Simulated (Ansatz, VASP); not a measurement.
## Ta: VASP beside Ansatz

```
CELL_PARAMETERS angstrom
2.95726 0.00000 0.00000
-1.47863 2.56106 0.00000
0.00000 0.00000 5.26760
ATOMIC_POSITIONS crystal
Ta 0.33333 0.66667 0.25000
Ta 0.66667 0.33333 0.75000
```

This isn't the form of Ta at room conditions, which is bcc.

Alike in both runs: task single point; functional PBE; k mesh 11 × 11 × 5; occupations fermi-dirac, width 0.05 eV; no spin polarisation.

```csv
,VASP,Ansatz
version,VASP 6.6.1,Ansatz 0.2.0
potentials or method,"VASP PAW PBE potentials, release 64 (Ta_pv)",Ansatz PAW
plane-wave cutoff (eV),520,420
valence electrons in the cell,22,26
```

Ansatz gave:

- gap on the k mesh at the Fermi level (eV): none
- pressure (GPa): -10.7
- largest component of the traceless stress (GPa): 1.16

Question: What did VASP give for the same quantities?

Answer: gap on the k mesh at the Fermi level (eV): none; pressure (GPa): -10.6; largest component of the traceless stress (GPa): 1.18.

A gap of «none» marks a metal or a gap that the smearing closes. The two sets of potentials don't hold the same shells in valence.

Spin-orbit coupling is left out, which matters for the levels of Ta.
